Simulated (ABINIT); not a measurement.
# BaTiO3 (P4mm) in ABINIT: reference runs

How does BaTiO3 come out in PBE? The cell is run as given and disturbed.

Everything below comes from runs of ABINIT 10.8.3 (patched build). Logs are shortened: lines on timing, memory, paths and dates and some standing lists are left out, and cuts for length are marked. The log counts tension as positive stress, the text compression.

## (1) The structure

Symmetry: P4mm, No. 99, tetragonal system. The conventional cell has a = 4.000 Å, b = 4.000 Å, c = 4.018 Å, α = 90.00°, β = 90.00°, γ = 90.00°. Around Ba (site symmetry 4mm) lie 12 O at 2.79 to 2.88 Å. Around Ti (site symmetry 4mm) lie 6 O at 1.89 to 2.13 Å. Around O (site symmetry 2mm) lie 2 Ti at 2.00 Å. O (site symmetry 4mm) is surrounded by 2 Ti at 1.89 to 2.13 Å.

## (2) Single point, PBE

The input, run.abi:

```
# Pseudopotentials
pp_dirpath "./"
pseudos "Ba.GGA_PBE-JTH.xml, Ti.GGA_PBE-JTH.xml, O.GGA_PBE-JTH.xml"

# Structure
acell 3*1.0
rprim
     7.5585265533     0.0000000000     0.0000000000
     0.0000000000     7.5585265533     0.0000000000
     0.0000000000     0.0000000000     7.5929195687
ntypat 3
znucl 56 22 8
natom 5
typat 1 2 3 3 3
xred
     0.0000000000     0.0000000000     0.0000000000
     0.5000000000     0.5000000000     0.4900000000
     0.0000000000     0.5000000000     0.5170000000
     0.5000000000     0.0000000000     0.5170000000
     0.5000000000     0.5000000000     0.0190000000

# Plane-wave basis
ecut 23.0
pawecutdg 45.0

# k points
kptopt 1
ngkpt 7 7 7
nshiftk 1
shiftk 0.0 0.0 0.0

# Exchange and correlation
ixc 11

# Bands and occupations
nband 24
occopt 3
tsmear 0.05 eV

# SCF cycle
nstep 100
tolvrs 1.0e-9

# Output
iomode 3
prtwf 0
prtden 0
prteig 0
prtebands 0
enunit 1
```

Potentials or basis: JTH PAW PBE v2.0.

Launch:

```console
$ abinit run.abi > log 2>&1
```

run.abo:

```text
.Version 10.8.3 of ABINIT
 Symmetries : space group P4 m m (# 99); Bravais tP (primitive tetrag.)
================================================================================
 Values of the parameters that define the memory need of the present run
     intxc =       0    ionmov =       0      iscf =      17    lmnmax =      18
     lnmax =       6     mgfft =      36  mpssoang =       3    mqgrid =    3001
     natom =       5  nloc_mem =       2    nspden =       1   nspinor =       1
    nsppol =       1      nsym =       8    n1xccc =       1    ntypat =       3
    occopt =       3   xclevel =       2
       mpw =        2303          nfft =       46656          nkpt =          40
 PAW method is used; the additional fine FFT grid is defined by:
   mgfftf=        48    nfftf =    110592
================================================================================
================================================================================

--------------------------------------------------------------------------------
------------- Echo of variables that govern the present computation ------------
--------------------------------------------------------------------------------
 -outvars: echo values of preprocessed input variables --------
            acell      1.0000000000E+00  1.0000000000E+00  1.0000000000E+00 Bohr
              amu      1.37327000E+02  4.78800000E+01  1.59994000E+01
             ecut      2.30000000E+01 Hartree
           enunit           1
              ixc          11
         kptrlatt        7    0    0      0    7    0      0    0    7
          kptrlen      5.29096859E+01
            natom           5
            nband          24
            ngfft          36      36      36
          ngfftdg          48      48      48
             nkpt          40
            nstep         100
             nsym           8
           ntypat           3
           occopt           3
        pawecutdg      4.50000000E+01 Hartree
         pawxcdev           0
           prtden           0
        prtebands           0
           prteig           0
            prtwf           0
            rprim      7.5585265533E+00  0.0000000000E+00  0.0000000000E+00
                       0.0000000000E+00  7.5585265533E+00  0.0000000000E+00
                       0.0000000000E+00  0.0000000000E+00  7.5929195687E+00
          spgroup          99
           tolvrs      1.00000000E-09
           tsmear      1.83746611E-03 Hartree
            typat      1  2  3  3  3
           useylm           1
           xangst      0.0000000000E+00  0.0000000000E+00  0.0000000000E+00
                       1.9998999986E+00  1.9998999986E+00  1.9688199987E+00
                       0.0000000000E+00  1.9998999986E+00  2.0773059986E+00
                       1.9998999986E+00  0.0000000000E+00  2.0773059986E+00
                       1.9998999986E+00  1.9998999986E+00  7.6341999948E-02
            xcart      0.0000000000E+00  0.0000000000E+00  0.0000000000E+00
                       3.7792632767E+00  3.7792632767E+00  3.7205305887E+00
                       0.0000000000E+00  3.7792632767E+00  3.9255394170E+00
                       3.7792632767E+00  0.0000000000E+00  3.9255394170E+00
                       3.7792632767E+00  3.7792632767E+00  1.4426547181E-01
             xred      0.0000000000E+00  0.0000000000E+00  0.0000000000E+00
                       5.0000000000E-01  5.0000000000E-01  4.9000000000E-01
                       0.0000000000E+00  5.0000000000E-01  5.1700000000E-01
                       5.0000000000E-01  0.0000000000E+00  5.1700000000E-01
                       5.0000000000E-01  5.0000000000E-01  1.9000000000E-02
            znucl       56.00000   22.00000    8.00000

================================================================================

 chkinp: Checking input parameters for consistency.

================================================================================
== DATASET  1 ==================================================================

--- !DatasetInfo
iteration_state: {dtset: 1, }
dimensions: {natom: 5, nkpt: 40, mband: 24, nsppol: 1, nspinor: 1, nspden: 1, mpw: 2303, }
cutoff_energies: {ecut:  23.0, pawecutdg:  45.0, }
electrons: {nelect:   4.00000000E+01, charge:   0.00000000E+00, occopt:   3.00000000E+00, tsmear:   1.83746611E-03, }
meta: {optdriver: 0, ionmov: 0, optcell: 0, iscf: 17, paral_kgb: 0, }
...

 Exchange-correlation functional for the present dataset will be:
  GGA: Perdew-Burke-Ernzerhof functional - ixc=11
  J.P.Perdew, K.Burke, M.Ernzerhof, PRL 77, 3865 (1996)

 Real(R)+Recip(G) space primitive vectors, cartesian coordinates (Bohr,Bohr^-1):
[... 107 lines left out ...]
force_length_stats: {min:   1.32817754E-03, max:   5.65756030E-03, mean:   2.79429513E-03, }
...

 Integrated electronic density in atomic spheres:
 ------------------------------------------------
 Atom  Sphere_radius  Integrated_density
    1        2.31519          6.54784307
    2        2.30803         10.28156463
    3        1.41465          4.55419071
    4        1.41465          4.55419071
    5        1.41465          4.55192605

================================================================================

 ----iterations are completed or convergence reached----

 Mean square residual over all n,k,spin=   80.456E-09; max=  29.509E-06
 reduced coordinates (array xred) for    5 atoms
       0.000000000000      0.000000000000      0.000000000000
       0.500000000000      0.500000000000      0.490000000000
       0.000000000000      0.500000000000      0.517000000000
       0.500000000000      0.000000000000      0.517000000000
       0.500000000000      0.500000000000      0.019000000000
 rms dE/dt=  1.3870E-02; max dE/dt=  1.8480E-02; dE/dt below (all hartree)
    1       0.000000000000      0.000000000000     -0.009759984785
    2       0.000000000000      0.000000000000      0.018479924970
    3       0.000000000000      0.000000000000      0.017768250948
    4       0.000000000000      0.000000000000      0.017768250948
    5       0.000000000000      0.000000000000     -0.042632639826

 cartesian coordinates (angstrom) at end:
    1      0.00000000000000     0.00000000000000     0.00000000000000
    2      1.99989999864902     1.99989999864902     1.96881999865231
    3      0.00000000000000     1.99989999864902     2.07730599857805
    4      1.99989999864902     0.00000000000000     2.07730599857805
    5      1.99989999864902     1.99989999864902     0.07634199994774

 cartesian forces (hartree/bohr) at end:
    1     -0.00000000000000    -0.00000000000000     0.00132817754023
    2     -0.00000000000000    -0.00000000000000    -0.00239106503822
    3     -0.00000000000000    -0.00000000000000    -0.00229733639866
    4     -0.00000000000000    -0.00000000000000    -0.00229733639866
    5     -0.00000000000000    -0.00000000000000     0.00565756029530
 frms,max,avg= 1.8265586E-03 5.6575603E-03   0.000E+00  0.000E+00 -4.277E-05 h/b

 cartesian forces (eV/Angstrom) at end:
    1     -0.00000000000000    -0.00000000000000     0.06829763514081
    2     -0.00000000000000    -0.00000000000000    -0.12295350781914
    3     -0.00000000000000    -0.00000000000000    -0.11813378738771
    4     -0.00000000000000    -0.00000000000000    -0.11813378738771
    5     -0.00000000000000    -0.00000000000000     0.29092344745374
 frms,max,avg= 9.3925420E-02 2.9092345E-01   0.000E+00  0.000E+00 -2.199E-03 e/A
 length scales=  1.000000000000  1.000000000000  1.000000000000 bohr
              =  0.529177210544  0.529177210544  0.529177210544 angstroms
 Fermi (or HOMO) energy (eV) =   5.07719   Average Vxc (eV)= -11.31271
 Eigenvalues (   eV  ) for nkpt=  40  k points:
 kpt#   1, nband= 24, wtk=  0.00292, kpt=  0.0000  0.0000  0.0000 (reduced coord)
 -52.37535  -28.62463  -28.59421  -28.59421  -20.67153  -12.74769  -12.10144  -12.04336
  -5.84327   -5.84327   -5.84078    1.84637    1.85869    1.85869    2.94218    2.94218
   3.03522    3.87392    3.88882    3.88882    5.96307    6.17872    6.17872    8.17344
 prteigrs : prtvol=0 or 1, do not print more k-points.

--- !EnergyTerms
iteration_state     : {dtset: 1, }
comment             : Components of total free energy in Hartree
kinetic             :  3.97034458232385E+01
hartree             :  2.94353906398463E+01
xc                  : -2.18728319038809E+01
Ewald energy        : -1.03499980227469E+02
psp_core            :  9.30927814466204E+00
local_psp           : -9.02145700151215E+01
PAW spherical_terms :  3.87982935794969E+00
internal            : -1.33259438180775E+02
'-kT*entropy'       : -2.35339015043414E-11
total_energy        : -1.33259438180799E+02
total_energy_eV     : -3.62617404326015E+03
...

--- !EnergyTermsDC
iteration_state     : {dtset: 1, }
comment             : '"Double-counting" decomposition of free energy'
band_energy         : -1.42890272090936E+01
Ewald energy        : -1.03499980227469E+02
psp_core            :  9.30927814466204E+00
xc_dc               : -2.77227890202628E+01
PAW spherical_terms :  2.94308118657523E+00
internal            : -1.33259437125589E+02
'-kT*entropy'       : -2.35339015043414E-11
total_energy_dc     : -1.33259437125612E+02
total_energy_dc_eV  : -3.62617401454705E+03
...

--- !EnergyTermsWithPAWCore
iteration_state     : {dtset: 1, }
comment             : 'Components of total free energy, including PAW core contributions'
Total energy        : -9.21556054444612E+03
Total energy DC     : -9.21556054339093E+03
Total energy (eV)   : -2.50768177448146E+05
Total energy DC (eV): -2.50768177419433E+05
...

 Cartesian components of stress tensor (hartree/bohr^3)
  sigma(1 1)= -1.11450729E-04  sigma(3 2)=  0.00000000E+00
  sigma(2 2)= -1.11450729E-04  sigma(3 1)=  0.00000000E+00
  sigma(3 3)= -1.43209152E-04  sigma(2 1)=  0.00000000E+00

-Cartesian components of stress tensor (GPa)         [Pressure=  3.5904E+00 GPa]
- sigma(1 1)= -3.27899366E+00  sigma(3 2)=  0.00000000E+00
- sigma(2 2)= -3.27899366E+00  sigma(3 1)=  0.00000000E+00
- sigma(3 3)= -4.21335873E+00  sigma(2 1)=  0.00000000E+00

== END DATASET(S) ==============================================================
================================================================================

 -outvars: echo values of variables after computation  --------
            acell      1.0000000000E+00  1.0000000000E+00  1.0000000000E+00 Bohr
           etotal     -1.3325943713E+02
            fcart     -0.0000000000E+00 -0.0000000000E+00  1.3281775402E-03
                      -0.0000000000E+00 -0.0000000000E+00 -2.3910650382E-03
                      -0.0000000000E+00 -0.0000000000E+00 -2.2973363987E-03
                      -0.0000000000E+00 -0.0000000000E+00 -2.2973363987E-03
                      -0.0000000000E+00 -0.0000000000E+00  5.6575602953E-03
            rprim      7.5585265533E+00  0.0000000000E+00  0.0000000000E+00
                       0.0000000000E+00  7.5585265533E+00  0.0000000000E+00
                       0.0000000000E+00  0.0000000000E+00  7.5929195687E+00
           strten     -1.1145072928E-04 -1.1145072928E-04 -1.4320915236E-04
                       0.0000000000E+00  0.0000000000E+00  0.0000000000E+00
           xangst      0.0000000000E+00  0.0000000000E+00  0.0000000000E+00
                       1.9998999986E+00  1.9998999986E+00  1.9688199987E+00
                       0.0000000000E+00  1.9998999986E+00  2.0773059986E+00
                       1.9998999986E+00  0.0000000000E+00  2.0773059986E+00
                       1.9998999986E+00  1.9998999986E+00  7.6341999948E-02
             xred      0.0000000000E+00  0.0000000000E+00  0.0000000000E+00
                       5.0000000000E-01  5.0000000000E-01  4.9000000000E-01
                       0.0000000000E+00  5.0000000000E-01  5.1700000000E-01
                       5.0000000000E-01  0.0000000000E+00  5.1700000000E-01
                       5.0000000000E-01  5.0000000000E-01  1.9000000000E-02
 Calculation completed.
```

It took 1.9 min on 1 thread of Arm Neoverse V1, shared host; peak memory 0.18 GiB.

What came out:

| Quantity | Value |
| --- | --- |
| Free energy | -3626.1740 eV |
| Pressure | 3.6 GPa |
| Largest force | 0.291 eV/Å |
| Band gap on the k mesh | 1.89 eV, indirect (least direct gap 2.07 eV) |

Forces in eV/Å, atoms in the order of the input:
```
Ba   0.000  0.000  0.068
Ti   0.000  0.000 -0.123
O    0.000  0.000 -0.118
O    0.000  0.000 -0.118
O    0.000  0.000  0.291
```

Stress tensor (GPa, compression positive):
```
3.28 0.00 0.00
0.00 3.28 0.00
0.00 0.00 4.21
```

Caveat: this set's barium file shifts pressures by 1.5 GPa and gaps by 0.1 eV against other sets; spin-orbit coupling is left out, which moves the levels of the heavy elements; an odd mesh through Γ misses points on the zone boundary, where band edges often lie; the atomic spheres overlap.

(Continued in part 2 of 2.)
